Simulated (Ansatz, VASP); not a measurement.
One calculation of N, two programs

```
N
1.0
     4.16723    0.00000    0.00000
    -2.08362    3.60893    0.00000
     0.00000    0.00000    7.00600
N
4
Direct
  0.27099 0.54198 0.39316
  0.33333 0.66667 0.17107
  0.66667 0.33333 0.82893
  0.66667 0.33333 0.67107
```

Alike in both runs: task single point; functional PBEsol; k mesh 6 × 6 × 4; occupations gaussian, width 0.05 eV; no spin polarisation.

|  | VASP | Ansatz |
| --- | --- | --- |
| version | VASP 6.6.1 | Ansatz 0.2.0 |
| potentials or method | VASP PAW PBE potentials, release 64 (N) | scalar-relativistic, plane waves, PAW |
| plane-wave cutoff (eV) | 520 | 420 |
| valence electrons in the cell | 20 | 20 |

```csv
,VASP,Ansatz,Ansatz less VASP
gap on the k mesh at the Fermi level (eV),2.86,2.86,-0.001
least direct gap on the mesh (eV),2.97,2.97,0.000
pressure (GPa),-10.7,-11.6,-0.88
largest component of the traceless stress (GPa),19.08,21.05,+1.976
rms of the force components (eV/Å),5.700,5.718,+0.0185
```

Atom by atom the forces differ by 0.705 eV/Å (rms over components). With one functional, cell and mesh, what is left measures potentials, basis and numerics.

Caveats: the standard files for N, O and F lose accuracy on very short bonds; the PAW data sets were made with another functional, which shifts forces and pressure a little (VASP). A k mesh can miss the band edges.
